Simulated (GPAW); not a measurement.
# KI (Fm-3m) in GPAW: further runs, part 2 of 2

GPAW 26.7.0.

## Step 3: G0W0 quasiparticle levels, PBE

run.py

```python
import json
import numpy as np
from ase import Atoms
from ase.dft.bandgap import bandgap
from ase.io import write
from gpaw import GPAW, PW
from gpaw.response.g0w0 import G0W0

atoms = Atoms(['I', 'K'],
              cell=[[0.0, 3.532775, 3.532775],
                    [3.532775, 0.0, 3.532775],
                    [3.532775, 3.532775, 0.0]],
              scaled_positions=[[0.5, 0.5, 0.5],
                                [0.0, 0.0, 0.0]],
              pbc=True)

calc = GPAW(mode=PW(450),
            xc='PBE',
            kpts={'size': (4, 4, 4), 'gamma': True},
            occupations={'name': 'fermi-dirac', 'width': 0.001},
            nbands=16,
            convergence={'density': 1e-06},
            maxiter=150,
            txt='gpaw.txt')
atoms.calc = calc
energy = atoms.get_potential_energy()
calc.write('gs.gpw')
write('result.traj', atoms)
print(f'Energy: {energy:.6f} eV')
print('Fermi level:', round(calc.get_fermi_level(), 4), 'eV')
print(f'Gap: {bandgap(calc)[0]:.4f} eV, direct: {bandgap(calc, direct=True)[0]:.4f} eV')

calc.diagonalize_full_hamiltonian(nbands=204)
calc.write('full.gpw', mode='all')

ibz = calc.get_ibz_k_points()
gap, vbm, cbm = bandgap(calc, output=None)
gap, direct, _ = bandgap(calc, direct=True, output=None)
gamma = int(np.abs(ibz).sum(1).argmin())
kpts = sorted({gamma, vbm[1], cbm[1], direct[1]})
gw = G0W0(calc='full.gpw',
          filename='gw',
          ecut=100,
          ecut_extrapolation=True,
          relbands=(-2, 2),
          kpts=kpts,
          integrate_gamma='WS',
          ppa=True)
gw.calculate()
results = {mode: {key: np.asarray(r[key]).tolist() for key in ['f', 'eps', 'vxc', 'exx', 'sigma', 'Z', 'qp', 'sigma_eskn']}
           for mode, r in gw.all_results.items()}
json.dump({'kpts': ibz[kpts].tolist(), 'results': results}, open('gw.json', 'w'))
for mode, r in results.items():
    f, qp = np.array(r['f']), np.array(r['qp'])
    print(mode, 'quasiparticle energies (eV):')
    print(qp.round(3))
    print(mode, 'gap:', round(qp[f < 0.5].min() - qp[f > 0.5].max(), 4), 'eV')
```

Potentials or basis: GPAW PAW data sets (gpaw-data 1.2.1), pw.

Started as:

```
> OMP_NUM_THREADS=1 python run.py
```

gpaw.txt:

```text
__  _  _
 | _ |_)|_||  |
 |__||  | ||/\| - 26.7.0

Input parameters:
  mode=PW(ecut=450.00000000000006),
  convergence={'density': 1e-06},
  kpts=MonkhorstPack(size=(4, 4, 4), gamma=True),
  maxiter=150,
  nbands=16,
  occupations=Occupations(name='fermi-dirac', width=0.001),
  xc=XC(name='PBE')

Diagonalizing LCAO Hamiltonian
Converting LCAO to pw mode

                   I

       K

Atoms  # Å, Bohr magnetons
|   | symbol |        x |        y |        z |    initial magnetic moments |
|---|--------|----------|----------|----------|-----------------------------|
| 0 |      I | 3.532775 | 3.532775 | 3.532775 | ( 0.0000,  0.0000,  0.0000) |
| 1 |      K | 0.000000 | 0.000000 | 0.000000 | ( 0.0000,  0.0000,  0.0000) |

Unit cell  # Å
| periodic |        x |        y |        z |  lengths |    angles |
|----------|----------|----------|----------|----------|-----------|
|      yes | 0.000000 | 3.532775 | 3.532775 | 4.996098 | 60.000000 |
|      yes | 3.532775 | 0.000000 | 3.532775 | 4.996098 | 60.000000 |
|      yes | 3.532775 | 3.532775 | 0.000000 | 4.996098 | 60.000000 |

Number of symmetries: 48
Symmetry operations  # r_c * U_cc + t_c -> r_c
|    | kind |            matrix            |
|----|------|------------------------------|
|  0 |  σ   |  1, 0, 0,  1, 0,-1,  1,-1, 0 |
|  1 |  C2  |  1, 0, 0,  1,-1, 0,  1, 0,-1 |
|  2 |  E   |  1, 0, 0,  0, 1, 0,  0, 0, 1 |
|  3 |  σ   |  1, 0, 0,  0, 0, 1,  0, 1, 0 |
|  4 |  C4  |  1, 0,-1,  1, 0, 0,  1,-1, 0 |
|  5 |  S6  |  1, 0,-1,  1,-1, 0,  1, 0, 0 |
|  6 |  σ   |  1, 0,-1,  0, 1,-1,  0, 0,-1 |
|  7 |  C3  |  1, 0,-1,  0, 0,-1,  0, 1,-1 |
|  8 |  S6  |  1,-1, 0,  1, 0, 0,  1, 0,-1 |
|  9 |  C4  |  1,-1, 0,  1, 0,-1,  1, 0, 0 |
| 10 |  C3  |  1,-1, 0,  0,-1, 1,  0,-1, 0 |
| 11 |  σ   |  1,-1, 0,  0,-1, 0,  0,-1, 1 |
| 12 |  σ   |  0, 1, 0,  1, 0, 0,  0, 0, 1 |
| 13 |  C4  |  0, 1, 0,  0, 1,-1, -1, 1, 0 |
| 14 |  C3  |  0, 1, 0,  0, 0, 1,  1, 0, 0 |
| 15 |  S6  |  0, 1, 0, -1, 1, 0,  0, 1,-1 |
| 16 |  C2  |  0, 1,-1,  1, 0,-1,  0, 0,-1 |
| 17 |  σ   |  0, 1,-1,  0, 1, 0, -1, 1, 0 |
| 18 |  S4  |  0, 1,-1,  0, 0,-1,  1, 0,-1 |
| 19 |  C4  |  0, 1,-1, -1, 1, 0,  0, 1, 0 |
| 20 |  C3  |  0, 0, 1,  1, 0, 0,  0, 1, 0 |
| 21 |  σ   |  0, 0, 1,  0, 1, 0,  1, 0, 0 |
| 22 |  S6  |  0, 0, 1,  0,-1, 1, -1, 0, 1 |
| 23 |  C4  |  0, 0, 1, -1, 0, 1,  0,-1, 1 |
| 24 |  S4  |  0, 0,-1,  1, 0,-1,  0, 1,-1 |
| 25 |  C3  |  0, 0,-1,  0, 1,-1,  1, 0,-1 |
| 26 |  C2  |  0, 0,-1,  0,-1, 0, -1, 0, 0 |
| 27 |  S6  |  0, 0,-1, -1, 0, 0,  0,-1, 0 |
| 28 |  S4  |  0,-1, 1,  1,-1, 0,  0,-1, 0 |
| 29 |  C4  |  0,-1, 1,  0, 0, 1, -1, 0, 1 |
| 30 |  C2  |  0,-1, 1,  0,-1, 0,  1,-1, 0 |
| 31 |  σ   |  0,-1, 1, -1, 0, 1,  0, 0, 1 |
[... 84 lines left out ...]
  K:
    name:    Potassium
    Z:       19.0
    valence: 9
    core:    10
    charge:  0.0  # [|e|]
    compensation charges:
      type: gauss
      rc: 0.35  # [Å]
      lmax: 2
    cutoffs:
      filter: 1.91  # [Å]
      core: 1.27  # [Å]
    projectors
    | kind |    occ | energy [eV] | rcut [Å] |
    |------|--------|-------------|----------|
    |   3s |  2.000 |     -35.338 |    1.122 |
    |   4s |  1.000 |      -2.319 |    1.122 |
    |   3p |  6.000 |     -18.813 |    1.106 |
    |    p |        |       8.398 |    1.106 |
    |    d |        |       0.000 |    0.937 |

    Using partial waves for K as LCAO basis

Reference energy: -209923.048885  # eV

eigensolver:
  PPCG
  Converge bands: occupied
  niter=2

density mixing:
  MSR1-Mixer
  Pratt-step length: 0.05
  Maximum mixing coefficient: 0.75
  Old densities: 10
  SVD Regularization: 0.005
  Good broyden scale: 1.0
  Trust region scale: 1.0
  Backstep threshold: 4.0
  History deletion threshold: 6.0
  Fourier metric: weight=20.0, sigma=0.015

occupation numbers:
  Fermi-Dirac:
    width: 0.0010  # eV

poisson solver:
  ecut: 3600.0000000000005  # eV

xc functional:
  name: PBE with 2 nearest neighbor stencil

convergence criteria:
- Maximum integral of absolute [dens]ity change: 1e-06 electrons / valence electron
- Maximum [total energy] change in last 3 cyles: 0.0005 eV / valence electron
- Maximum integral of absolute [eigenst]ate change: 4e-08 eV^2 / valence electron
maximum number of iterations: 150

SCF iterations
|iter     | |      energy | eigst |  dens |
|---------|-|-------------|-------|-------|
|iter:   1| |   -5.784617 | -0.41 |       |
|iter:   2| |   -5.774539 | -2.31 | -1.36 |
|iter:   3| |   -5.706882 | -2.22 | -1.39 |
|iter:   4| |   -5.709140 | -3.36 | -1.77 |
|iter:   5| |   -5.710137c| -4.48 | -2.17 |
|iter:   6| |   -5.710193c| -5.80 | -2.94 |
|iter:   7| |   -5.710197c| -7.15 | -3.63 |
|iter:   8| |   -5.710197c| -8.00c| -4.13 |
|iter:   9| |   -5.710197c| -8.74c| -5.22 |
|iter:  10| |   -5.710197c| -9.02c| -5.62 |
|iter:  11| |   -5.710197c|-10.04c| -6.93c|

Converged in 11 steps
Energy contributions relative to reference atoms: (reference = -209923.048885)

Energy contributions:
  Kinetic:           5.218780
  Coulomb:          -4.507462
  Zero:             -0.651615
  External:          0.000000
  Xc:               -5.769900
  Entropy:          -0.000000
  Spinorbit:         0.000000
  ----------------------------
  Free energy:      -5.710197
  Extrapolated:     -5.710197

dipole moment: (-25.748592, -25.748592, -25.748592)  # |e|*Ang

Fermi level: 2.227
Eigenvalues  # (at kpt = [0.000, 0.000, 0.000])
| band index |      eig [eV] | occ [0-2] |
|------------|---------------|-----------|
|          0 |       -28.002 |     2.000 |
|          1 |       -11.520 |     2.000 |
|          2 |       -11.520 |     2.000 |
|          3 |       -11.520 |     2.000 |
|          4 |       -10.002 |     2.000 |
|          5 |         0.473 |     2.000 |
[... 8 lines left out ...]
|         14 |        10.334 |     0.000 |
|         15 |        13.300 |     0.000 |

Gap: 3.976 eV
Transition (v -> c):
  (s=0, k=0, n=7, [0.00, 0.00, 0.00]) -> (s=0, k=0, n=8, [0.00, 0.00, 0.00])
No difference between direct/indirect transitions
# Writing to gs.gpw (mode='')

Matrix size: 1924x1924
# Writing to full.gpw (mode='all')
```

stdout:

```text
Energy: -5.710197 eV
Fermi level: 2.2268 eV
Gap: 3.9761 eV, direct: 3.9761 eV
IBZ(<points: 8, symmetries: 48>)
Occupied bands: 8
Calculating eigenvalues:
  k-points: 1
  Bands: 6-9 (inclusive)
HSE06-eigenvalue shifts:
  min: -3.104 eV
  ave: 0.408 eV
  max: 4.351 eV
GW quasiparticle energies (eV):
[[[-1.326 -1.326  4.911  7.961]]]
GW gap: 6.2369 eV
```

gw.w.txt:

```text
FrequencyGridDescriptor(from 0.000+0.000j to 0.000+27.211j eV, 2 points)
FrequencyGridDescriptor(from 0.000+0.000j to 0.000+27.211j eV, 2 points)

BZ k-points: Symmetries present (total): 48

64 k-points: 4 x 4 x 4 Monkhorst-Pack grid + [1/8,1/8,1/8]
8 k-points in the irreducible part of the Brillouin zone
       k-points in crystal coordinates                weights
[... 133 lines left out ...]
sigma:   Self-energies [eV]
dsigma:  Self-energy derivatives
Z:       Renormalization factors
qp:      QP-energies [eV]

k-point 0 (0): (0.000, 0.000, 0.000)                GW
band       f     eps     vxc     exx   sigma  dsigma       Z      qp
                                                                   GW
   6   1.000   0.473 -14.166 -17.271   0.909  -0.220   0.820  -1.326
   7   1.000   0.473 -14.166 -17.271   0.909  -0.220   0.820  -1.326
   8   0.000   4.449  -7.838  -4.348  -2.953  -0.163   0.860   4.911
   9   0.000   6.979  -8.262  -3.910  -3.200  -0.172   0.853   7.961
```

It took 4.5 min on 1 thread of Arm Neoverse V2, shared host; peak memory 0.51 GiB.

What came out:

```yaml
Free_energy: -5.7102 eV
Band_gap_on_the_k_mesh_mean-field_level: 3.98 eV, direct
Quasiparticle_gap: 6.24 eV
Least_direct_quasiparticle_gap: 6.24 eV
```

Levels at points of the mesh, in eV from the valence-band top:
```
           k point  band 5  band 6  band 7  band 8  band 9  band 10  band 11  band 12
(0.00, 0.00, 0.00)  -10.48    0.00    0.00    0.00    3.98     6.51     6.51     6.51
(0.50, 0.50, 0.00)  -10.33   -1.00   -0.37   -0.37    4.95     5.78     8.09     8.69
(0.50, 0.50, 0.50)  -10.20   -1.32   -0.33   -0.33    5.53     7.72     8.16     8.16
```

Caveat: the k mesh is coarse; the quasiparticle gap is taken among the few k points that were corrected; the long-wavelength limit can be off by a per cent or two; spin-orbit coupling is left out, which moves the levels of the heavy elements.

## Step 4: How close it comes

Step 2. A measured gap of KI is 6.32 eV (a printed reference work, monograph); the calculated 3.46 eV misses it by -2.86 eV. The value is that of PBEsol, without temperature or zero-point motion. Semilocal functionals fall short of measured gaps as a rule.

Step 3. Against the measured gap of KI, 6.32 eV (a printed reference work, monograph), the calculated 6.24 eV is off by -0.08 eV. Spin-orbit coupling on I is left out. The value is that of G0W0 on PBE, without temperature or zero-point motion.
